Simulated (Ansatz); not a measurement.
Isolated molecules relaxed with PBE0-D4/def2-TZVP in Ansatz; ΔE leaves out vibrations. CBS: MP2 limit from def2 TZ/QZ plus the TZ coupled-cluster correction, frozen cores. This one scheme is used for every species. Functionals use def2-TZVPP. Each species was taken in one conformer, which may not be the lowest.

Reaction (substitution at a C–C bond): `C=CCCC=C` + `BN` → `BNC=C` + `C=CCC`

`C=CCCC=C`:

```xyz
16

C     1.066    2.274   -0.080
C     0.330    1.473   -0.837
C     0.579    0.018   -1.051
C    -0.583   -0.866   -0.576
C    -0.788   -0.813    0.901
C    -0.741   -1.863    1.709
H     1.937    1.904    0.452
H     0.829    3.325    0.034
H    -0.540    1.885   -1.349
H     0.731   -0.165   -2.121
H     1.500   -0.281   -0.540
H    -0.405   -1.900   -0.886
H    -1.499   -0.536   -1.083
H    -0.973    0.173    1.322
H    -0.552   -2.863    1.328
H    -0.892   -1.765    2.777
```

`BN`:

Cartesian coordinates in Å:
```
B 0.311 0.551 0.256
N -0.320 -0.567 -0.264
H -0.163 1.093 1.212
H 1.314 0.946 -0.264
H 0.023 -1.071 -1.064
H -1.164 -0.953 0.123
```

`BNC=C`:

Z-matrix (Å, degrees):
```
B
N 1 1.395
H 1 1.196 2 118.6
H 1 1.194 2 118.6 3 180.0
C 2 1.390 1 126.4 3 0.0
H 2 1.010 1 119.6 3 -180.0
C 5 1.328 2 125.2 1 -180.0
H 5 1.085 2 113.4 1 0.0
H 7 1.081 5 120.4 2 -180.0
H 7 1.085 5 122.0 2 0.0
```

`C=CCC`:

```xyz
12

C    -1.229   -1.487   -0.499
C    -0.146   -0.732   -0.614
C     0.534   -0.023    0.509
C     0.577    1.487    0.304
H    -1.703   -1.651    0.465
H    -1.681   -1.970   -1.357
H     0.295   -0.590   -1.601
H     0.030   -0.262    1.450
H     1.561   -0.398    0.599
H     1.085    1.743   -0.630
H    -0.433    1.902    0.255
H     1.109    1.981    1.119
```

```csv
species,revPBE energy (Eh)
`C=CCCC=C`,-234.62324
`BN`,-82.04482
`BNC=C`,-159.44261
`C=CCC`,-157.22757
```

(1) Work out ΔE.

(2) What do rigid-rotor, harmonic-oscillator terms from PBE0-D4/def2-TZVP frequencies (298.15 K, 1 bar) make of the CCSD(T)/CBS value? (An estimate is asked.)

Largest T1 diagnostic among the species: 0.013.

## Answers

(1) ΔE = (-159.44261) + (-157.22757) − (-234.62324) − (-82.04482) = -0.00212 Eh = -0.06 eV. CCSD(T)/CBS gives +0.08 eV.

(2) Ansatz gave: ΔZPE = 0.00 eV, ΔH = +0.08 eV, ΔS = 4 J/(mol·K), ΔG = +0.06 eV.

From BLYP to BHLYP (50 % exact exchange), in def2-TZVPP and without D4, ΔE moves by +0.06 eV. Leaving LDA and LC-ωPBE aside and taking each functional with its dispersion term where it has one, the values, not all of them listed here, spread over 0.08 eV, from PBE-D4 to ωB97M-V.
